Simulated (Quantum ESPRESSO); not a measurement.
**Au in Quantum ESPRESSO: the effect of strain**

Au:

```
Au
1.0
     0.00000    1.95360    2.03500
     1.95360    0.00000    2.03500
     1.95360    1.95360    0.00000
Au
1
Direct
  0.00000 0.00000 0.00000
```

Alike in all runs:

- Program: Quantum ESPRESSO 7.5
- Task: single point
- Functional: PBEsol
- Potentials or basis: GBRV 1.5 PBEsol
- Cutoff: 612 eV
- Density cutoff: 4898 eV
- k mesh: 11 × 11 × 11
- Occupations: fermi-dirac, width 0.05 eV
- Spin: no spin polarisation
- Kind of strain: biaxial_xy
- Mixing beta: 0.5
- Most SCF iterations: 120
- SCF threshold: 2e-10 Ry

```tsv
strain	pressure (GPa)
-0.04	20.1
-0.02	9.5
-0.01	5.1
0	1.2
0.01	-2.3
0.02	?
0.04	-10.2
```

Q: What does the run with strain 0.02 give?

A: Pressure -5.3 GPa.

Worked out: A parabola through the other rows of the pressure, of slope -283 GPa per unit of strain there, gives -5.5 GPa, against the run's -5.3.

Runs at the PBE level aren't shown here.
